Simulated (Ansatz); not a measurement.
# MgO: the cost of one run

Computed with Ansatz 0.2.0 (DFT PBE, scalar-relativistic, plane waves, PAW, unless a step's input says otherwise).

The COD cell was measured well above room temperature, so it is larger than a cold one.

**1. The starting structure**

It takes space group Fm-3m (No. 225, cubic). The conventional cell has a = 4.270 Å, b = 4.270 Å, c = 4.270 Å, α = 90.00°, β = 90.00°, γ = 90.00°. Around Mg (site symmetry m-3m) lie 6 O at 2.14 Å. O (site symmetry m-3m) has 6 Mg at 2.14 Å in its first shell of neighbours.

Coordinates:

```
Mg O
1.0
     0.00000    2.13515    2.13515
     2.13515    0.00000    2.13515
     2.13515    2.13515    0.00000
Mg O
1 1
Direct
  0.00000 0.00000 0.00000
  0.50000 0.50000 0.50000
```

The cell is taken as given, not relaxed at this level.

**2. Zero of energy**

Reference values: F = -2494.1377 eV; pressure -1.69 GPa; largest force 0.000 eV/Å; gap on the mesh 4.35 eV. It was computed beforehand with the settings of the runs below.

**3. Setting up a strain scan**

The cell is strained by ε times the Voigt pattern (0, 0, 0, 0, 0, 1) (xx, yy, zz, yz, xz, xy; engineering shear), with fractional coordinates fixed (clamped ions). The stress on the pattern is the sum of the stress components weighted by it, tension positive.

**4. ε = -0.1000**

The input, input.yaml:

```yaml
crystal:
  lattice:
    - [-0.1067575, 2.13515, 2.13515]
    - [2.13515, -0.1067575, 2.13515]
    - [2.0283925, 2.0283925, 0.0]
  atoms:
    - { symbol: Mg, position: [0.0, 0.0, 0.0] }
    - { symbol: O, position: [0.5, 0.5, 0.5] }
basis:
  ecutwfc: 420
kpoints:
  mp_grid: { grid: [10, 10, 10] }
hamiltonian:
  xc: pbe
scf:
  occupations: { method: gaussian, width: 0.05 }
output:
  forces: true
  stress: true
  eigenvalues: true
```

The run is started by

```sh
$ ansatz run input.yaml --threads 1 --pin off --max-ram 2560MiB --backend cpu --events-out ev --progress --plain --runs-dir out
```

What time and memory should one allow on 1 thread of Intel Xeon 6975P-C (Granite Rapids), shared host?

About 1.1 s, with a peak of 0.37 GiB.
